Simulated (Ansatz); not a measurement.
A run of Ansatz 0.2.0 is set up as follows.

Contents of input.yaml:

```yaml
crystal:
  lattice:
    - [2.4480228978, 0.0, 0.0]
    - [-1.2240114489, 2.1200500186, 0.0]
    - [0.0, 0.0, 4.07280757]
  atoms:
    - { symbol: Ni, position: [0.67277, 0.335479, 0.755409], spin: 1.0 }
    - { symbol: Ni, position: [0.342177, 0.658358, 0.244472], spin: 1.0 }
kpoints:
  mp_grid: { grid: [12, 12, 7] }
scf:
  occupations: { method: fermi_dirac, width: 0.05 }
hamiltonian:
  xc: pbesol
  pseudopotentials: { kind: all_electron, lapw: { basis_error: 0.001 } }
magnetization:
  spin_polarized: true
output:
  forces: true
  stress: true
  eigenvalues: true
  populations: true
```

Potentials or basis: all-electron LAPW, scalar-relativistic.

Launch:

```console
$ ansatz run input.yaml --threads 2 --pin off --max-ram 6144MiB --backend cpu --events-out ev --progress --plain --runs-dir out
```

(1) What does it give for the net moment?

(2) What does it give for the band gap on the k mesh?

(3) What does it give for the site moments?

Results:

(1) 1.31 μB per cell.

(2) none (metal or under the smearing width).

(3) Ni +0.68 μB.
